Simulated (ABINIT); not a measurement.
**Pd in ABINIT: convergence with cutoff**

The system is Pd.

```
Pd
1.0
    -1.59918    1.54912    1.62845
     1.60297   -1.50854    1.59166
     1.57790    1.48727   -1.58787
Pd
1
Cartesian
  -0.0415 0.0035 0.0387
```

The cell isn't the ideal one: cell strained at random at fixed volume.

| Item | Value |
| --- | --- |
| Program | ABINIT 10.8.3 (patched build) |
| Task | single point |
| Functional | PBE |
| Potentials or basis | PseudoDojo NC SR PBE v0.4.1 standard |
| Cutoff | 449 eV |
| k mesh | 7 × 7 × 7 |
| Occupations | gaussian, width 0.05 eV |
| Spin | no spin polarisation |

These are the settings of the first run; the series varies cutoff, with any setting tied to it.

Hardware: 1 thread of Arm Neoverse V1, with other jobs on the host.

| cutoff | energy less the tightest run, at zero smearing (meV/atom) | SCF cycles | CPU time (s) | peak memory (GiB) |
| --- | --- | --- | --- | --- |
| 16.5 Ha | 14917.09 | 10 | 19 | 0.06 |
| 20.5 Ha | 5167.87 | 10 | 31 | 0.07 |
| 24.5 Ha | 1555.29 | 10 | 35 | 0.07 |
| 28.5 Ha | 381.70 | 10 | 49 | 0.07 |
| 35 Ha | 19.39 | 10 | 67 | 0.09 |
| 41 Ha | 1.37 | 10 | 76 | 0.1 |
| 47 Ha | 0.97 | 10 | 96 | 0.11 |
| 55.5 Ha | 0.24 | 10 | 130 | 0.13 |
| 65.5 Ha | 0.00 | 10 | 170 | 0.16 |

Against the tightest run, the energy stays within 1 meV/atom from 47 Ha on. The tightest run that finished is the yardstick and may itself not be fully converged.

Caveat, for the tightest run too: the k mesh is coarse (spacing up to 0.41 Å⁻¹), so the values aren't converged.
